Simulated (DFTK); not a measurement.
Ge:

```xyz
2
Lattice="0.0000 2.8289 2.8289 2.8289 0.0000 2.8289 2.8289 2.8289 0.0000" Properties=species:S:1:pos:R:3 pbc="T T T"
Ge    4.2434    4.2434    4.2434
Ge    2.8289    2.8289    2.8289
```

* Program: DFTK 0.8.2
* Task: relaxation of cell and atoms
* Functional: BLYP
* Potentials or basis: SG15 1.2 (PBE)
* Cutoff: 1415 eV
* k mesh: 4 × 4 × 4
* Occupations: fermi-dirac, width 0.05 eV
* Spin: no spin polarisation

At the start: pressure 7.0 GPa; volume 22.64 Å³/atom.

Question: Where does the relaxation end?

Answer: Over 4 steps the energy falls by 54.1 meV/atom and the volume is 25.35 Å³/atom (+12.0 %); space group Fd-3m (No. 227, to 0.05 Å).

The path:
```
step  energy change (eV)  largest force (eV/Å)  pressure (GPa)  volume (Å³)
   1              0.0000                0.0000            7.03        45.28
   2             -0.0644                0.0000            4.13        47.14
   3             -0.1068                0.0000            0.69        50.07
   4             -0.1083                0.0000            0.07        50.70
```

Final structure:
```xyz
2
Lattice="0.0000 2.9377 2.9377 2.9377 0.0000 2.9377 2.9377 2.9377 0.0000" Properties=species:S:1:pos:R:3 pbc="T T T"
Ge    4.4065    4.4065    4.4065
Ge    2.9377    2.9377    2.9377
```

Caveat: the k mesh is coarse (spacing up to 0.48 Å⁻¹), so the values aren't converged; the potentials were made for another functional, which shifts forces and pressure.
